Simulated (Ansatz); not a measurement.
# Y (P6_3/mmc) in Ansatz: notebook

The runs below take Y through band structure, with LDA, PBE, PBEsol.

Program: Ansatz 0.2.0. These are calculated values, not measurements. Logs are shortened: lines on timing, memory, paths and dates and some standing lists are left out, and cuts for length are marked.

**1. The structure**

Symmetry: P6_3/mmc, No. 194, hexagonal system. The conventional cell has a = 3.647 Å, b = 3.647 Å, c = 5.731 Å, α = 90.00°, β = 90.00°, γ = 120.00°. Y (site symmetry -6m2) has 12 Y at 3.56 to 3.65 Å as nearest neighbours.

**2. Band structure, LDA**

input.yaml

```yaml
crystal:
  lattice:
    - [3.6474, 0.0, 0.0]
    - [-1.8237, 3.1587410578, 0.0]
    - [0.0, 0.0, 5.7306]
  atoms:
    - { symbol: "Y", position: [0.6666666667, 0.3333333333, 0.75] }
    - { symbol: "Y", position: [0.3333333333, 0.6666666667, 0.25] }
hamiltonian:
  xc: lda
  pseudopotentials: { kind: paw }
kpoints:
  mp_grid: { grid: [8, 8, 5] }
  band_path:
    path:
      - [[0.0, 0.0, 0.0], [0.5, 0.0, 0.0], [0.3333333333, 0.3333333333, 0.0], [0.0, 0.0, 0.0], [0.0, 0.0, 0.5], [0.5, 0.0, 0.5], [0.3333333333, 0.3333333333, 0.5], [0.0, 0.0, 0.5]]
      - [[0.5, 0.0, 0.5], [0.5, 0.0, 0.0]]
      - [[0.3333333333, 0.3333333333, 0.0], [0.3333333333, 0.3333333333, 0.5]]
    npoints: 14
scf:
  occupations: { method: fermi_dirac, width: 0.05 }
  n_extra_bands: 6
output:
  forces: true
  stress: true
  eigenvalues: true
  fatbands: true
```

Potentials or basis: Ansatz PAW.

Started as:

```sh
> ansatz run input.yaml --threads 2 --pin off --max-ram 5632MiB --backend cpu --events-out ev --progress --plain --runs-dir out
```

Output:

```text
Warning: RAYON_NUM_THREADS=2 ignored (pool sized by the plan → 2); use --threads N
scf.n_extra_bands = 6 over 11 filled bands (N_el = 22.0): the run solves 17 bands
Engine: ansatz 0.2.0, aarch64-unknown-linux-gnu
Pseudopotentials: kind: paw
Pseudopotential: Y, paw, valence charge 11, recommended cutoff 420 eV (normal), Y.paw.azcp
Functional definition: SPW92
  exchange = slater_x
  correlation = pw_c
Crystal: 2 atoms, lattice volume = 66.023 Å³
Basis set: ecut = 420 eV, 1267 PW (Γ)
Bands: 17, of which v1, the nominal top of the filled ones, is band 11 counted from 1 (10 counted from 0)
Symmetry: 24 space group operations
Space group: P63/mmc (ITA 194), of the structure as read, at distance tolerance 4.0e-5 Å
k-points: 30 of 320
Non-local potential: Y, projectors of the file, l = 0: 3, l = 1: 2, l = 2: 2, l = 3: 1
PAW form: soft (Blöchl's): semilocal exchange-correlation on the pseudo side does not see the compensation charge
PAW frozen core: Y, regenerated for the run's functional, and the local potential with it (the file was generated under x = pbe(κ = 0.804, μ = 0.2195149727645171), c = pbe(β = 0.06672455060314922))
PAW one-centre angular grid: Y, 590 points (default); XC on 64 Gauss nodes
Initial density: superposition of atomic densities (neutral atoms: chi_scale 0, normalization atom), corrected by the library's trained network
Initial wavefunctions: pseudopotential atomic-orbital guess
Functional: x = slater, c = lda
SCF iter   1: F=—  HF=-7491.042714 eV  |F-HF|=—  |Δ(HF+E_count)|=         —  Δρ=4.74e-3  dr2=4.08e-3  ethr=1.77e-3  ⟨swp⟩=5.4  Hψ=2233  notcnv=0
preconditioner: auto → Kerker (q_TF=auto, 2.272 Å⁻¹)  [metal: Δε(μ)=0.011 eV  Ē_g=3.290 eV  σ=0.050 eV  W_gap=0.05  n_scr=22 (ndim 8)  ℏωp=11.2 eV  f_vac=0.000  D(μ)=5.14/eV (n_scr^D=54)]
SCF iter   2: F=—  HF=-7491.041895 eV  |F-HF|=—  |Δ(HF+E_count)|=   8.19e-4  Δρ=2.52e-3  dr2=1.33e-3  ethr=1.86e-5  ⟨swp⟩=2.9  Hψ=1013  notcnv=0  defer=1
SCF iter   3: F=—  HF=-7491.041790 eV  |F-HF|=—  |Δ(HF+E_count)|=   1.06e-4  Δρ=2.86e-4  dr2=3.61e-5  ethr=6.02e-6  ⟨swp⟩=2.7  Hψ=802  notcnv=0  defer=1
SCF iter   4: F=—  HF=-7491.041784 eV  |F-HF|=—  |Δ(HF+E_count)|=   5.81e-6  Δρ=1.16e-4  dr2=6.67e-6  ethr=1.64e-7  ⟨swp⟩=2.0  Hψ=765  notcnv=0  defer=1
SCF iter   5: F=—  HF=-7491.041785 eV  |F-HF|=—  |Δ(HF+E_count)|=   1.06e-6  Δρ=1.97e-5  dr2=3.17e-7  ethr=3.03e-8  ⟨swp⟩=2.0  Hψ=772  notcnv=0  defer=1
SCF iter   6: F=-7491.041785 eV  HF=-7491.041785 eV  |F-HF|=2.17e-8  |Δ(HF+E_count)|=   8.33e-8  Δρ=6.65e-6  dr2=2.90e-8  ethr=4.55e-10  ⟨swp⟩=5.3  Hψ=1618  notcnv=0
SCF 1 converged in 6 iterations: F = -7491.041785 eV  dr2 = 2.90e-8
NSCF: frozen V_eff on 129 k-points
SCF converged after 6 iterations
Free energy (F): -7491.041785 eV
Harris-Foulkes:  -7491.041785 eV  (|F-HF|=2.17e-8)
Internal energy: -7491.001169 eV  (E = F + TS)
E sigma→0 (E₀):  -7491.021477 eV
Entropy (-TS):   -0.040616 eV (-20.308 meV/atom)
Fermi energy:    9.016143 eV
--- Per-component energies (eV) ---
  E_band       = -249.356352
  E_kinetic    = 608.815029
  E_local      = -1241.615382  (includes V_loc(G=0)·N_el)
  E_nonlocal   = 108.350350
  E_hartree    = 391.671925
  E_xc         = -341.783476
  E_vxc        = -394.942225  (∫ρ·V_xc dr)
  E_paw        = -5448.749675  (= ΣΔE_a)
  E_vpaw       = -113.302035  (= ΣTr[D̂ρ^β])
  E_aug_tail   = 0.000003  (compensation charges beyond the density's cutoff)
  E_ewald      = -1568.349115
  E_core_change = 0.659172  (= ΣΔE_core)
  E_smearing   = -0.040616  (= −TS)
  E_closure    = 0.000000  (closes the sum)
  Σ components = -7491.041785   (vs F -7491.041785, Δ=0.00e0)
--- Forces (eV/Å), atoms counted from 1 ---
  atom   1  Y     -0.00000000     0.00000000     0.00000000
  atom   2  Y      0.00000000    -0.00000000    -0.00000000
  max |Σ_I F_I| component: 9.25e-18 eV/Å
--- Stress (GPa, compression-positive) ---
       -3.612895      -0.000000       0.000000
       -0.000000      -3.612895      -0.000000
        0.000000      -0.000000      -4.097331
  P = ⅓ Tr σ = -3.7744 GPa (-37.744 kbar)
--- Band table (eV; the first three rows and the last of 30) ---
  k-point 0: bands = ["-33.5285", "-33.4555", "-13.8524", "-13.3795", "-13.3795", "-13.2904", "-13.2904", "-13.2564", "4.3826", "7.1617", "9.9564", "10.7220", "10.7220", "11.0078", "11.3132", "11.3132", "11.7488"]
  k-point 1: bands = ["-33.5216", "-33.4626", "-13.7984", "-13.3711", "-13.3711", "-13.3165", "-13.2990", "-13.2990", "4.6402", "6.9642", "9.7558", "10.6071", "10.6071", "10.7684", "11.1128", "11.1128", "12.1398"]
  k-point 2: bands = ["-33.5034", "-33.4809", "-13.6543", "-13.4704", "-13.3489", "-13.3489", "-13.3214", "-13.3214", "5.3458", "6.2690", "9.7573", "10.2200", "10.5708", "10.5708", "10.7684", "10.7684", "12.9074"]
  k-point 29: bands = ["-33.4547", "-33.4516", "-13.7468", "-13.7289", "-13.5941", "-13.5396", "-13.3798", "-13.3603", "8.0864", "8.3060", "8.9792", "9.0059", "9.5378", "9.5478", "11.4315", "12.0687", "13.5303"]
```

It took 3 s on 2 threads of Arm Neoverse V1, shared host; peak memory 0.31 GiB.

Results:

| Item | Value |
| --- | --- |
| Free energy | -7491.0418 eV |
| Pressure | -3.8 GPa |
| Band gap on the k mesh | none (metal or under the smearing width) |

Stress tensor (GPa, compression positive):
```
-3.61  0.00  0.00
 0.00 -3.61  0.00
 0.00  0.00 -4.10
```

Levels at the corners of the path, in eV from the Fermi level:
```
point  band 8  band 9  band 10  band 11  band 12  band 13
    Γ  -22.27   -4.63    -1.85     0.94     1.71     1.71
    M  -22.36   -1.66    -1.17    -0.80    -0.06     1.38
    K  -22.51   -0.69    -0.64    -0.64    -0.41     1.05
    Γ  -22.27   -4.63    -1.85     0.94     1.71     1.71
    A  -22.35   -3.21    -3.21     0.93     0.93     1.63
    L  -22.42   -1.64    -1.64     0.07     0.07     1.41
    H  -22.38   -0.39    -0.39    -0.35    -0.35     0.43
    A  -22.35   -3.21    -3.21     0.93     0.93     1.63
    L  -22.42   -1.64    -1.64     0.07     0.07     1.41
    M  -22.36   -1.66    -1.17    -0.80    -0.06     1.38
    K  -22.51   -0.69    -0.64    -0.64    -0.41     1.05
    H  -22.38   -0.39    -0.39    -0.35    -0.35     0.43
```

Caveat: the PAW data sets come from PBE, with cores solved anew for the run's functional, which leaves a small shift of forces and pressure.

**3. Band structure, PBE**

Changes to input.yaml since step 2:

```diff
@@ -9,3 +9,3 @@
 hamiltonian:
-  xc: lda
+  xc: pbe
   pseudopotentials: { kind: paw }
@@ -26,2 +26,6 @@
   eigenvalues: true
-  fatbands: true
+  fatbands: false
+  write_density: true
+  write_potential: true
+  elf: true
+  volumetric_format: npy
```

Potentials or basis: Ansatz PAW.

Started as:

```sh
> ansatz run input.yaml --threads 2 --pin off --max-ram 5632MiB --backend cpu --events-out ev --progress --plain --runs-dir out
```

Output:

```text
Warning: RAYON_NUM_THREADS=2 ignored (pool sized by the plan → 2); use --threads N
scf.n_extra_bands = 6 over 11 filled bands (N_el = 22.0): the run solves 17 bands
Engine: ansatz 0.2.0, aarch64-unknown-linux-gnu
Pseudopotentials: kind: paw
Pseudopotential: Y, paw, valence charge 11, recommended cutoff 420 eV (normal), Y.paw.azcp
Functional definition: PBE
  parameter kappa = 0.804
  parameter beta = 0.06672455060314922
  exchange = pbe_x(kappa = kappa, mu = beta*pi^2/3)
  correlation = pbe_c(beta = beta)
Crystal: 2 atoms, lattice volume = 66.023 Å³
Basis set: ecut = 420 eV, 1267 PW (Γ), exchange–correlation on 50×50×80 points (8 copies of the dense FFT grid, shifted against one another)
Bands: 17, of which v1, the nominal top of the filled ones, is band 11 counted from 1 (10 counted from 0)
Symmetry: 24 space group operations
Space group: P63/mmc (ITA 194), of the structure as read, at distance tolerance 4.0e-5 Å
k-points: 30 of 320
Non-local potential: Y, projectors of the file, l = 0: 3, l = 1: 2, l = 2: 2, l = 3: 1
PAW form: soft (Blöchl's): semilocal exchange-correlation on the pseudo side does not see the compensation charge
PAW one-centre angular grid: Y, 590 points (default); XC on 64 Gauss nodes
Initial density: superposition of atomic densities (neutral atoms: chi_scale 0, normalization atom), corrected by the library's trained network
Initial wavefunctions: pseudopotential atomic-orbital guess
Functional: x = pbe(κ = 0.804, μ = 0.2195149727645171), c = pbe(β = 0.06672455060314922)
SCF iter   1: F=—  HF=-7697.342615 eV  |F-HF|=—  |Δ(HF+E_count)|=         —  Δρ=1.61e-3  dr2=1.27e-3  ethr=1.77e-3  ⟨swp⟩=5.3  Hψ=2231  notcnv=0
preconditioner: auto → Kerker (q_TF=auto, 2.272 Å⁻¹)  [metal: Δε(μ)=0.041 eV  Ē_g=3.327 eV  σ=0.050 eV  W_gap=0.20  n_scr=22 (ndim 8)  ℏωp=11.2 eV  f_vac=0.000  D(μ)=5.13/eV (n_scr^D=54)]
SCF iter   2: F=—  HF=-7697.343053 eV  |F-HF|=—  |Δ(HF+E_count)|=   4.38e-4  Δρ=1.04e-3  dr2=5.14e-4  ethr=5.79e-6  ⟨swp⟩=2.1  Hψ=1030  notcnv=0
SCF iter   3: F=—  HF=-7697.343431 eV  |F-HF|=—  |Δ(HF+E_count)|=   3.78e-4  Δρ=2.32e-4  dr2=4.76e-5  ethr=2.34e-6  ⟨swp⟩=2.0  Hψ=599  notcnv=0
SCF iter   4: F=—  HF=-7697.343413 eV  |F-HF|=—  |Δ(HF+E_count)|=   1.77e-5  Δρ=1.30e-4  dr2=8.07e-6  ethr=2.16e-7  ⟨swp⟩=2.3  Hψ=670  notcnv=0
iter 5 did not close the SCF: its close was put off for the readings that it lacked (scf_convergence_deferred on its scf_iter line)
SCF iter   5: F=-7697.343413 eV  HF=-7697.343413 eV  |F-HF|=2.52e-8  |Δ(HF+E_count)|=   4.01e-8  Δρ=1.10e-5  dr2=4.33e-8  ethr=3.67e-8  ⟨swp⟩=2.1  Hψ=788  notcnv=0
SCF iter   6: F=-7697.343413 eV  HF=-7697.343413 eV  |F-HF|=5.93e-9  |Δ(HF+E_count)|=   3.39e-8  Δρ=4.16e-6  dr2=9.33e-9  ethr=1.97e-10  ⟨swp⟩=5.9  Hψ=2699  notcnv=0
SCF 1 converged in 6 iterations: F = -7697.343413 eV  dr2 = 9.33e-9
NSCF: frozen V_eff on 129 k-points
SCF converged after 6 iterations
Free energy (F): -7697.343413 eV
Harris-Foulkes:  -7697.343413 eV  (|F-HF|=5.93e-9)
Internal energy: -7697.303035 eV  (E = F + TS)
E sigma→0 (E₀):  -7697.323224 eV
Entropy (-TS):   -0.040378 eV (-20.189 meV/atom)
Fermi energy:    9.267929 eV
--- Per-component energies (eV) ---
  E_band       = -245.111359
  E_kinetic    = 608.681487
  E_local      = -1232.287139  (includes V_loc(G=0)·N_el)
  E_nonlocal   = 100.218413
  E_hartree    = 390.806343
  E_xc         = -345.663955
  E_vxc        = -396.788919  (∫ρ·V_xc dr)
  E_paw        = -5650.709076  (= ΣΔE_a)
  E_vpaw       = -106.544695  (= ΣTr[D̂ρ^β])
  E_aug_tail   = 0.000007  (compensation charges beyond the density's cutoff)
  E_ewald      = -1568.349115
  E_smearing   = -0.040378  (= −TS)
  E_closure    = -0.000000  (closes the sum)
  Σ components = -7697.343413   (vs F -7697.343413, Δ=0.00e0)
--- Forces (eV/Å), atoms counted from 1 ---
  atom   1  Y     -0.00000000     0.00000000     0.00000000
  atom   2  Y      0.00000000    -0.00000000    -0.00000000
  max |Σ_I F_I| component: 1.39e-17 eV/Å
--- Stress (GPa, compression-positive) ---
        0.014146      -0.000000       0.000000
       -0.000000       0.014146      -0.000000
        0.000000      -0.000000      -0.403245
  P = ⅓ Tr σ = -0.1250 GPa (-1.250 kbar)
--- Band table (eV; the first three rows and the last of 30) ---
  k-point 0: bands = ["-33.3862", "-33.3144", "-13.6675", "-13.2008", "-13.2008", "-13.1134", "-13.1134", "-13.0817", "4.6367", "7.4382", "10.1340", "11.0271", "11.0271", "11.3147", "11.6255", "11.6255", "12.0653"]
  k-point 1: bands = ["-33.3794", "-33.3214", "-13.6144", "-13.1925", "-13.1925", "-13.1407", "-13.1218", "-13.1218", "4.8928", "7.2307", "9.9629", "10.9137", "10.9137", "11.0692", "11.4234", "11.4234", "12.4545"]
  k-point 2: bands = ["-33.3616", "-33.3394", "-13.4726", "-13.2919", "-13.1707", "-13.1707", "-13.1438", "-13.1438", "5.5953", "6.5203", "10.0114", "10.5035", "10.8785", "10.8785", "11.0771", "11.0771", "13.2205"]
  k-point 29: bands = ["-33.3136", "-33.3106", "-13.5624", "-13.5448", "-13.4115", "-13.3579", "-13.2021", "-13.1830", "8.3532", "8.5602", "9.2429", "9.2520", "9.7697", "9.8020", "11.7323", "12.3750", "13.8301"]
```

Wall time 2.3 s (2 threads of Arm Neoverse V1, shared host); peak memory 0.33 GiB.

What came out:

| Quantity | Value |
| --- | --- |
| Free energy | -7697.3434 eV |
| Pressure | -0.1 GPa |
| Band gap on the k mesh | none (metal or under the smearing width) |

Levels at the corners of the path, in eV from the Fermi level:
```
point  band 8  band 9  band 10  band 11  band 12  band 13
    Γ  -22.35   -4.63    -1.83     0.87     1.76     1.76
    M  -22.44   -1.64    -1.16    -0.80    -0.10     1.39
    K  -22.58   -0.68    -0.64    -0.64    -0.44     1.08
    Γ  -22.35   -4.63    -1.83     0.87     1.76     1.76
    A  -22.43   -3.22    -3.22     0.95     0.95     1.68
    L  -22.50   -1.62    -1.62     0.08     0.08     1.38
    H  -22.45   -0.37    -0.37    -0.35    -0.35     0.41
    A  -22.43   -3.22    -3.22     0.95     0.95     1.68
    L  -22.50   -1.62    -1.62     0.08     0.08     1.38
    M  -22.44   -1.64    -1.16    -0.80    -0.10     1.39
    K  -22.58   -0.68    -0.64    -0.64    -0.44     1.08
    H  -22.45   -0.37    -0.37    -0.35    -0.35     0.41
```

**4. Band structure, PBEsol**

Changes to input.yaml since step 3:

```diff
@@ -9,3 +9,3 @@
 hamiltonian:
-  xc: pbe
+  xc: pbesol
   pseudopotentials: { kind: paw }
@@ -27,5 +27 @@
   fatbands: false
-  write_density: true
-  write_potential: true
-  elf: true
-  volumetric_format: npy
```

Potentials or basis: Ansatz PAW.

Started as:

```sh
> ansatz run input.yaml --threads 2 --pin off --max-ram 5632MiB --backend cpu --events-out ev --progress --plain --runs-dir out
```

Output:

```text
Warning: RAYON_NUM_THREADS=2 ignored (pool sized by the plan → 2); use --threads N
scf.n_extra_bands = 6 over 11 filled bands (N_el = 22.0): the run solves 17 bands
Engine: ansatz 0.2.0, aarch64-unknown-linux-gnu
Pseudopotentials: kind: paw
Pseudopotential: Y, paw, valence charge 11, recommended cutoff 420 eV (normal), Y.paw.azcp
Functional definition: PBEsol
  exchange = pbesol_x
  correlation = pbesol_c
Crystal: 2 atoms, lattice volume = 66.023 Å³
Basis set: ecut = 420 eV, 1267 PW (Γ), exchange–correlation on 50×50×80 points (8 copies of the dense FFT grid, shifted against one another)
Bands: 17, of which v1, the nominal top of the filled ones, is band 11 counted from 1 (10 counted from 0)
Symmetry: 24 space group operations
Space group: P63/mmc (ITA 194), of the structure as read, at distance tolerance 4.0e-5 Å
k-points: 30 of 320
Non-local potential: Y, projectors of the file, l = 0: 3, l = 1: 2, l = 2: 2, l = 3: 1
PAW form: soft (Blöchl's): semilocal exchange-correlation on the pseudo side does not see the compensation charge
PAW frozen core: Y, regenerated for the run's functional, and the local potential with it (the file was generated under x = pbe(κ = 0.804, μ = 0.2195149727645171), c = pbe(β = 0.06672455060314922))
PAW one-centre angular grid: Y, 590 points (default); XC on 64 Gauss nodes
Initial density: superposition of atomic densities (neutral atoms: chi_scale 0, normalization atom), corrected by the library's trained network
Initial wavefunctions: pseudopotential atomic-orbital guess
Functional: x = pbesol(κ = 0.804, μ = 0.12345679012345678), c = pbesol(β = 0.046)
SCF iter   1: F=—  HF=-7590.128104 eV  |F-HF|=—  |Δ(HF+E_count)|=         —  Δρ=2.19e-3  dr2=2.11e-3  ethr=1.77e-3  ⟨swp⟩=5.4  Hψ=2245  notcnv=0
[... 11 lines left out ...]
Free energy (F): -7590.127765 eV
Harris-Foulkes:  -7590.127765 eV  (|F-HF|=1.43e-9)
Internal energy: -7590.087369 eV  (E = F + TS)
E sigma→0 (E₀):  -7590.107567 eV
Entropy (-TS):   -0.040395 eV (-20.198 meV/atom)
Fermi energy:    9.151194 eV
--- Per-component energies (eV) ---
  E_band       = -246.518491
  E_kinetic    = 608.133493
  E_local      = -1235.022227  (includes V_loc(G=0)·N_el)
  E_nonlocal   = 103.461931
  E_hartree    = 390.445436
  E_xc         = -342.185959
  E_vxc        = -394.677408  (∫ρ·V_xc dr)
  E_paw        = -5546.868479  (= ΣΔE_a)
  E_vpaw       = -109.303519  (= ΣTr[D̂ρ^β])
  E_aug_tail   = 0.000005  (compensation charges beyond the density's cutoff)
  E_ewald      = -1568.349115
  E_core_change = 0.297546  (= ΣΔE_core)
  E_smearing   = -0.040395  (= −TS)
  E_closure    = -0.000000  (closes the sum)
  Σ components = -7590.127765   (vs F -7590.127765, Δ=0.00e0)
--- Forces (eV/Å), atoms counted from 1 ---
  atom   1  Y     -0.00000000     0.00000000     0.00000000
  atom   2  Y     -0.00000000    -0.00000000    -0.00000000
  max |Σ_I F_I| component: 2.78e-17 eV/Å
--- Stress (GPa, compression-positive) ---
       -1.873365      -0.000000       0.000000
       -0.000000      -1.873365      -0.000000
        0.000000      -0.000000      -2.337676
  P = ⅓ Tr σ = -2.0281 GPa (-20.281 kbar)
--- Band table (eV; the first three rows and the last of 30) ---
  k-point 0: bands = ["-33.4131", "-33.3405", "-13.7187", "-13.2470", "-13.2470", "-13.1586", "-13.1586", "-13.1256", "4.5055", "7.3075", "10.0323", "10.9004", "10.9004", "11.1873", "11.4982", "11.4982", "11.9378"]
  k-point 1: bands = ["-33.4063", "-33.3475", "-13.6650", "-13.2386", "-13.2386", "-13.1854", "-13.1671", "-13.1671", "4.7624", "7.1013", "9.8553", "10.7860", "10.7860", "10.9428", "11.2959", "11.2959", "12.3295"]
  k-point 2: bands = ["-33.3882", "-33.3658", "-13.5215", "-13.3385", "-13.2166", "-13.2166", "-13.1893", "-13.1893", "5.4668", "6.3928", "9.8942", "10.3803", "10.7502", "10.7502", "10.9491", "10.9491", "13.1004"]
  k-point 29: bands = ["-33.3397", "-33.3367", "-13.6129", "-13.5951", "-13.4605", "-13.4062", "-13.2479", "-13.2285", "8.2276", "8.4384", "9.1215", "9.1348", "9.6568", "9.6848", "11.6043", "12.2505", "13.7166"]
```

Wall time 2.4 s (2 threads of Arm Neoverse V1, shared host); peak memory 0.32 GiB.

Results:

- Free energy: -7590.1278 eV
- Pressure: -2.0 GPa
- Band gap on the k mesh: none (metal or under the smearing width)

Levels at the corners of the path, in eV from the Fermi level:
```tsv
point	band 7	band 8	band 9	band 10	band 11	band 12	band 13	band 14
Γ	-22.31	-22.28	-4.65	-1.84	0.88	1.75	1.75	2.04
M	-22.43	-22.37	-1.66	-1.17	-0.80	-0.09	1.39	1.48
K	-22.52	-22.51	-0.68	-0.65	-0.65	-0.43	1.07	1.07
Γ	-22.31	-22.28	-4.65	-1.84	0.88	1.75	1.75	2.04
A	-22.35	-22.35	-3.23	-3.23	0.95	0.95	1.67	1.67
L	-22.43	-22.43	-1.63	-1.63	0.08	0.08	1.38	1.38
H	-22.38	-22.38	-0.37	-0.37	-0.36	-0.36	0.42	0.42
A	-22.35	-22.35	-3.23	-3.23	0.95	0.95	1.67	1.67
L	-22.43	-22.43	-1.63	-1.63	0.08	0.08	1.38	1.38
M	-22.43	-22.37	-1.66	-1.17	-0.80	-0.09	1.39	1.48
K	-22.52	-22.51	-0.68	-0.65	-0.65	-0.43	1.07	1.07
H	-22.38	-22.38	-0.37	-0.37	-0.36	-0.36	0.42	0.42
```

Caveat: the PAW data sets come from PBE, with cores solved anew for the run's functional, which leaves a small shift of forces and pressure.

**5. Summary**

| level | gap on the mesh (eV) | pressure (GPa) |
| --- | --- | --- |
| LDA | none | -3.8 |
| PBE | none | -0.1 |
| PBEsol | none | -2.0 |

Alike in all rows: task band structure; potentials or basis Ansatz PAW; no spin polarisation; cell as given; k mesh 8 × 8 × 5; cutoff (eV) 420; smearing fermi-dirac 0.05 eV.

Every run on the cell as given and a fine mesh finds a metal. The pressure there spans -3.8 GPa (LDA) to -0.1 GPa (PBE); a positive pressure means that this level wants a larger cell, a negative one a smaller.

Caveats: the PAW data sets come from PBE, with cores solved anew for the run's functional, which leaves a small shift of forces and pressure (some runs).

Total energies depend on the potentials used, so only differences within one code and one set of settings carry meaning.
